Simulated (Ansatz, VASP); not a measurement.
# HfSiO4 (Hafnon) in two plane-wave programs

Wanted: the spread between two codes on one cell, functional and k mesh. The structure shown comes from an earlier Ansatz run, which isn't shown and may have moved the atoms alone.

Program: Ansatz 0.2.0. Level of theory: plane waves, with VASP 6.6.1 beside it; elastic constants at LDA. Results are calculated unless marked as measured.

## 1. Set-up

The structure is tetragonal, space group I4_1/amd (No. 141). The conventional cell has a = 6.516 Å, b = 6.516 Å, c = 5.914 Å, α = 90.00°, β = 90.00°, γ = 90.00°. Nearest to Hf lie 8 O at 2.09 to 2.24 Å. Nearest to Si lie 4 O at 1.62 Å. Nearest to O lie 1 Si at 1.62 Å and 2 Hf at 2.09 to 2.24 Å. Farther neighbours and most contacts between anions are not listed.

## 2. Ansatz: elastic constants, LDA

Ansatz runs on its default PAW (the set named soft_2) files.

Elastic constants are differences of stresses under small strains, so they test the stress and the mesh.

input.yaml

```yaml
crystal:
  lattice:
    - [-3.258139696, 3.258139696, 2.9571487181]
    - [3.258139696, -3.258139696, 2.9571487181]
    - [3.258139696, 3.258139696, -2.9571487181]
  atoms:
    - { symbol: Hf, position: [0.75, 0.25, 0.5] }
    - { symbol: Hf, position: [0.0, 0.0, 0.0] }
    - { symbol: Si, position: [0.25, 0.75, 0.5] }
    - { symbol: Si, position: [0.5, 0.5, 0.0] }
    - { symbol: O, position: [0.1325531911, 0.318061591, 0.8144916001] }
    - { symbol: O, position: [0.068061591, 0.753569991, 0.6855083999] }
    - { symbol: O, position: [0.503569991, 0.318061591, 0.1855083999] }
    - { symbol: O, position: [0.068061591, 0.3825531911, 0.3144916001] }
    - { symbol: O, position: [0.6174468089, 0.931938409, 0.6855083999] }
    - { symbol: O, position: [0.681938409, 0.8674468089, 0.1855083999] }
    - { symbol: O, position: [0.246430009, 0.931938409, 0.3144916001] }
    - { symbol: O, position: [0.681938409, 0.496430009, 0.8144916001] }
kpoints:
  mp_grid: { grid: [4, 4, 4] }
hamiltonian:
  xc: lda
scf:
  occupations: { method: gaussian, width: 0.02 }
output:
  forces: true
  stress: true
  eigenvalues: true
basis:
  ecutwfc: 290.0
elastic:
  mode: relaxed_ion
  stencil: two_point
```

Started as:

```console
> ansatz run input.yaml --threads 8 --pin off --max-ram 16384MiB --backend cpu --events-out ev --progress --plain --runs-dir out
```

Numbers of over 12 decimals in the logs are rounded to 6 here.

What it wrote:

```text
Warning: basis.ecutwfc = 290 eV is below the records' recommended 420 eV, and the density's cutoff is lower with it unless basis.ecutrho_ratio is high enough to keep the records' density cutoff: compare with a run at a higher cutoff
Engine: ansatz 0.2.0, x86_64-unknown-linux-gnu
Pseudopotentials: kind: paw
Pseudopotential: Hf, paw, valence charge 26, recommended cutoff 420 eV (normal), Hf.paw.azcp
Pseudopotential: Si, paw, valence charge 4, recommended cutoff 420 eV (normal), Si.paw.azcp
Pseudopotential: O, paw, valence charge 6, recommended cutoff 420 eV (normal), O.paw.azcp
Functional definition: SPW92
  exchange = slater_x
  correlation = pw_c
Crystal: 12 atoms, lattice volume = 125.566 Å³
Basis set: ecut = 290 eV, 1393 PW (Γ)
Bands: 66, of which v1, the nominal top of the filled ones, is band 54 counted from 1 (53 counted from 0)
Symmetry: 16 space group operations
Space group: I41/amd (ITA 141), of the structure as read, at distance tolerance 5.0e-5 Å
k-points: 13 of 64
Non-local potential: Hf, projectors of the file, l = 0: 3, l = 1: 2, l = 2: 2, l = 3: 3
Non-local potential: Si, projectors of the file, l = 0: 2, l = 1: 2, l = 2: 2
Non-local potential: O, projectors of the file, l = 0: 2, l = 1: 2, l = 2: 1
PAW form: soft (Blöchl's): semilocal exchange-correlation on the pseudo side does not see the compensation charge
PAW frozen core: Hf, regenerated for the run's functional, and the local potential with it (the file was generated under x = pbe(κ = 0.804, μ = 0.219515), c = pbe(β = 0.066725))
PAW frozen core: Si, regenerated for the run's functional, and the local potential with it (the file was generated under x = pbe(κ = 0.804, μ = 0.219515), c = pbe(β = 0.066725))
PAW frozen core: O, regenerated for the run's functional, and the local potential with it (the file was generated under x = pbe(κ = 0.804, μ = 0.219515), c = pbe(β = 0.066725))
PAW one-centre angular grid: Hf, 590 points (default); XC on 64 Gauss nodes
PAW one-centre angular grid: Si, 110 points (default); XC on 64 Gauss nodes
PAW one-centre angular grid: O, 110 points (default); XC on 64 Gauss nodes
Initial density: superposition of atomic densities (neutral atoms: chi_scale 0, normalization atom), corrected by the library's trained network
Initial wavefunctions: pseudopotential atomic-orbital guess
Functional: x = slater, c = lda
SCF iter   1: F=—  HF=-36627.116544 eV  |F-HF|=—  |Δ(HF+E_count)|=         —  Δρ=3.96e-2  dr2=1.06e0  ethr=1.77e-3  ⟨swp⟩=6.2  Hψ=3354  notcnv=0  defer=4
preconditioner: auto → Resta (q_TF=auto, 2.661 Å⁻¹)  ε∞=4.7  [insulator: Δε(μ)=4.969 eV  Ē_g=17.590 eV  σ=0.020 eV  W_gap=1.00  n_scr=42 (ndim 8)  ℏωp=33.8 eV  f_vac=0.038  D(μ)=0.00/eV (n_scr^D=0)  ε∞_Penn≈4.7]
SCF iter   2: F=—  HF=-36626.734714 eV  |F-HF|=—  |Δ(HF+E_count)|=   3.82e-1  Δρ=8.61e-3  dr2=1.74e-2  ethr=9.82e-4  ⟨swp⟩=2.0  Hψ=1650  notcnv=0  defer=62
SCF iter   3: F=—  HF=-36626.734524 eV  |F-HF|=—  |Δ(HF+E_count)|=   1.90e-4  Δρ=4.57e-3  dr2=5.51e-3  ethr=1.62e-5  ⟨swp⟩=2.0  Hψ=1261  notcnv=0  defer=62
SCF iter   4: F=—  HF=-36626.735496 eV  |F-HF|=—  |Δ(HF+E_count)|=   9.73e-4  Δρ=7.45e-4  dr2=2.20e-4  ethr=5.10e-6  ⟨swp⟩=2.0  Hψ=1179  notcnv=0  defer=62
SCF iter   5: F=—  HF=-36626.735439 eV  |F-HF|=—  |Δ(HF+E_count)|=   5.70e-5  Δρ=1.14e-4  dr2=7.94e-6  ethr=2.04e-7  ⟨swp⟩=2.0  Hψ=1318  notcnv=0  defer=62
SCF iter   6: F=—  HF=-36626.735446 eV  |F-HF|=—  |Δ(HF+E_count)|=   6.95e-6  Δρ=2.08e-5  dr2=3.10e-7  ethr=7.35e-9  ⟨swp⟩=2.0  Hψ=1443  notcnv=0  defer=62
SCF iter   7: F=—  HF=-36626.735446 eV  |F-HF|=—  |Δ(HF+E_count)|=   3.47e-8  Δρ=3.69e-6  dr2=1.95e-8  ethr=2.87e-10  ⟨swp⟩=2.0  Hψ=1471  notcnv=0  defer=62
SCF iter   8: F=—  HF=-36626.735446 eV  |F-HF|=—  |Δ(HF+E_count)|=   6.07e-9  Δρ=8.65e-7  dr2=1.23e-9  ethr=1.81e-11  ⟨swp⟩=2.0  Hψ=1493  notcnv=0  defer=62
SCF iter   9: F=—  HF=-36626.735446 eV  |F-HF|=—  |Δ(HF+E_count)|=  8.00e-11  Δρ=1.78e-7  dr2=4.73e-11  ethr=1.14e-12  ⟨swp⟩=2.0  Hψ=1100  notcnv=0  defer=62
SCF iter  10: F=—  HF=-36626.735446 eV  |F-HF|=—  |Δ(HF+E_count)|=  7.28e-12  Δρ=3.45e-8  dr2=2.00e-12  ethr=4.38e-14 (applied; sched 1.00e-12)  ⟨swp⟩=2.6  Hψ=1540  notcnv=0  defer=62
SCF iter  11: F=-36626.735446 eV  HF=-36626.735446 eV  |F-HF|=7.28e-12  |Δ(HF+E_count)|=    0.00e0  Δρ=6.53e-9  dr2=4.27e-14  ethr=1.00e-12  ⟨swp⟩=10.2  Hψ=3533  notcnv=0
SCF 1 converged in 11 iterations: F = -36626.735446 eV  dr2 = 4.27e-14
  greatest PAW one-centre occupation: 0.998 electrons in one spin orbital (limit 2), on the Hf atom at site 1 (counted from 0), in its partial waves of l = 3
relax step   1: F+E_penalty+E_count = -36626.73544629 eV  Δ(F+E_penalty+E_count) = +0.000e0 eV  max|allowed force component| = 1.393e-4 eV/Å  Δτ_max = 0.0000 Å  (11 SCF iters, accepted)
Initial density: handed on by an earlier stage of this run
[...]
SCF iter   1: F=—  HF=-36626.775459 eV  |F-HF|=—  |Δ(HF+E_count)|=         —  Δρ=2.36e-9  dr2=6.22e-15  ethr=1.00e-12  ⟨swp⟩=2.2  Hψ=4210  notcnv=0
SCF iter   2: F=-36626.775459 eV  HF=-36626.775459 eV  |F-HF|=0.00e0  |Δ(HF+E_count)|=  1.46e-11  Δρ=1.44e-9  dr2=2.37e-15  ethr=1.00e-12  ⟨swp⟩=4.2  Hψ=3836  notcnv=0
SCF 59 converged in 2 iterations: F = -36626.775459 eV  dr2 = 2.37e-15
SCF converged after 9 iterations
Free energy (F): -36626.735446 eV
Harris-Foulkes:  -36626.735446 eV  (|F-HF|=1.46e-11)
Internal energy: -36626.735446 eV  (E = F + TS)
E sigma→0 (E₀):  -36626.735446 eV
Fermi energy:    12.832206 eV
--- Per-component energies (eV) ---
  E_band       = -213.383199
  E_kinetic    = 2378.773504
  E_local      = -15878.006413  (includes V_loc(G=0)·N_el)
  E_nonlocal   = -2017.354330
  E_hartree    = 7102.313128
  E_xc         = -1298.377910
  E_vxc        = -1391.384690  (∫ρ·V_xc dr)
  E_paw        = -15537.676209  (= ΣΔE_a)
  E_vpaw       = 2489.871665  (= ΣTr[D̂ρ^β])
  E_aug_tail   = 0.090832  (compensation charges beyond the density's cutoff)
  E_ewald      = -11382.356567
  E_core_change = 5.858519  (= ΣΔE_core)
  E_smearing   = -0.000000  (= −TS)
  E_closure    = 0.000000  (closes the sum)
  Σ components = -36626.735446   (vs F -36626.735446, Δ=0.00e0)
--- Forces (eV/Å), atoms counted from 1 ---
  atom   1  Hf     0.00000000     0.00000000     0.00000000
  atom   2  Hf     0.00000000    -0.00000000     0.00000000
  atom   3  Si     0.00000000     0.00000000     0.00000000
  atom   4  Si    -0.00000000    -0.00000000     0.00000000
  atom   5  O      0.00000000    -0.00000379     0.00000352
  atom   6  O      0.00000379    -0.00000000     0.00000352
  atom   7  O     -0.00000000     0.00000379     0.00000352
  atom   8  O     -0.00000379    -0.00000000     0.00000352
  atom   9  O     -0.00000000     0.00000379    -0.00000352
  atom  10  O      0.00000379     0.00000000    -0.00000352
  atom  11  O      0.00000000    -0.00000379    -0.00000352
  atom  12  O     -0.00000379    -0.00000000    -0.00000352
  max |Σ_I F_I| component: 8.89e-18 eV/Å
--- Stress (GPa, compression-positive) ---
       -0.008472       0.000000       0.000000
        0.000000      -0.008472       0.000000
       -0.000000       0.000000       0.014405
  P = ⅓ Tr σ = -0.0008 GPa (-0.008 kbar)
--- Band table (eV; the first three rows and the last of 13) ---
  k-point 0: bands = [... 50 lower, 9.5169, 9.5631, 9.5631, 10.1404, 15.9526, 16.2419, 16.2937, 16.4319, ... 8 higher]
  k-point 1: bands = [... 50 lower, 9.2245, 9.4057, 9.4922, 9.8429, 15.7342, 15.7946, 16.3271, 16.4119, ... 8 higher]
  k-point 2: bands = [... 50 lower, 9.1470, 9.1470, 9.4746, 9.4746, 15.5241, 15.5241, 16.7215, 16.7215, ... 8 higher]
  k-point 12: bands = [... 50 lower, 8.9724, 8.9724, 9.2329, 9.2329, 16.5021, 16.5021, 16.8171, 16.8171, ... 8 higher]
--- Elastic constants: 4 strain directions × 2 members + reference (group order 16) ---
  dense FFT box of the reference and of every strained cell: 32×32×32
  strains applied: 11, 33, 23, 12; error gains: componentwise 1.00 (the most a stress slope's error grows in a printed constant), spectral 1.41 (1 for all six strains in a standard setting)
  reference relaxed by the batch: 3 steps; max|allowed force component| 1.39e-4 eV/Å at the deck's positions, 3.82e-6 at the last accepted step, 3.79e-6 by the solve of record
  largest displacement 3.3e-6 Å; the constants are those of the deck's cell at these positions:
  atoms:
    - { symbol: Hf, position: [0.75, 0.250000, 0.5] }
    - { symbol: Hf, position: [0, 0, 0] }
    - { symbol: Si, position: [0.250000, 0.75, 0.5] }
    - { symbol: Si, position: [0.5, 0.5, 0] }
    - { symbol: O, position: [0.132554, 0.318062, 0.814492] }
    - { symbol: O, position: [0.068062, 0.753570, 0.685508] }
    - { symbol: O, position: [0.503570, 0.318062, 0.185508] }
    - { symbol: O, position: [0.068062, 0.382554, 0.314492] }
    - { symbol: O, position: [0.617446, 0.931938, 0.685508] }
    - { symbol: O, position: [0.681938, 0.867446, 0.185508] }
    - { symbol: O, position: [0.246430, 0.931938, 0.314492] }
    - { symbol: O, position: [0.681938, 0.496430, 0.814492] }
  C = ∂σ_k/∂η_j (tension-positive GPa; Voigt order 11 22 33 23 13 12):
       462.769     83.120    175.203     -0.000      0.000      0.000
        83.120    462.769    175.203      0.000      0.000      0.000
       183.130    183.130    531.464      0.000      0.000     -0.000
         0.000      0.000      0.000    128.892      0.000      0.000
         0.000      0.000      0.000      0.000    128.892     -0.000
         0.000     -0.000      0.000      0.000      0.000     54.654
  reference stress σ⁰ (GPa):      0.008      0.008     -0.014     -0.000      0.000     -0.000
  C* (energy form; C + prestress term) asymmetry max|C*_kj − C*_jk| = 7.904e0 GPa — a small one proves nothing (zero by symmetry where the batch's group is 432, −43m or m−3m); a large one is finite-difference/SCF noise where every solve meets its electron count
  moduli (Voigt/Reuss/Hill, GPa): K = 259.99/253.23/256.61   G = 130.19/108.73/119.46   E = 310.24   ν = 0.299
  mechanically stable: yes (min eigenvalue of sym C = 54.65 GPa)
  the stresses are not corrected for the forces that the relaxations left standing (`elastic.f_tol`)
  strain η (Voigt 11):  stress-route row diagonal C_11 = 462.77 GPa, energy-path curvature d²(F+E_count+ΔE)/dδ²/Ω₀ = 470.83 GPa
         δ    σ_11 (GPa)             F (eV)   n_scf  n_hpsi   n_pw
    -2.000e-3      -0.8899      -36626.7588868       2    8607   1416   relax 7 steps, max|allowed force component| 6.60e-6 eV/Å
     2.000e-3       0.9611      -36626.7866812       2    8524   1424   relax 6 steps, max|allowed force component| 2.42e-5 eV/Å
  strain η (Voigt 33):  stress-route row diagonal C_33 = 531.46 GPa, energy-path curvature d²(F+E_count+ΔE)/dδ²/Ω₀ = 601.45 GPa
         δ    σ_33 (GPa)             F (eV)   n_scf  n_hpsi   n_pw
    -2.000e-3      -0.9878      -36626.7475939       2    6014   1412   relax 5 steps, max|allowed force component| 1.95e-5 eV/Å
     2.000e-3       1.1380      -36626.7999257       2    6017   1428   relax 3 steps, max|allowed force component| 2.98e-8 eV/Å
  strain η (Voigt 23):  stress-route row diagonal C_44 = 128.89 GPa, energy-path curvature d²(F+E_count+ΔE)/dδ²/Ω₀ = 276.77 GPa
         δ    σ_23 (GPa)             F (eV)   n_scf  n_hpsi   n_pw
    -2.000e-3      -0.2577      -36626.7694046       2   11363   1420   relax 9 steps, max|allowed force component| 1.32e-5 eV/Å
     2.000e-3       0.2578      -36626.7694045       2   11348   1420   relax 7 steps, max|allowed force component| 7.67e-6 eV/Å
  strain η (Voigt 12):  stress-route row diagonal C_66 = 54.65 GPa, energy-path curvature d²(F+E_count+ΔE)/dδ²/Ω₀ = 169.72 GPa
         δ    σ_12 (GPa)             F (eV)   n_scf  n_hpsi   n_pw
    -2.000e-3      -0.1093      -36626.7754588       2    8382   1420   relax 5 steps, max|allowed force component| 2.84e-6 eV/Å
     2.000e-3       0.1093      -36626.7754587       2    8356   1420   relax 5 steps, max|allowed force component| 1.31e-6 eV/Å
```

The column dr2 measures how far the density is from self-consistency, as an energy; F and HF (Harris–Foulkes) agree once it is small.

(Part 1 of 2 ends here.)

[Lines on the potential files, build, host, timing and source positions are cut from VASP's logs without a mark.]

[Logs are printed without paths, hosts, clocks, repeated set-up lines and the standing remarks that a program may print on its own settings, such as how far it seeks lower states.]

[Hosts, paths, dates, database ids (printed as entryN), source tags and the programs' standing remarks are cut or masked in the printed files.]
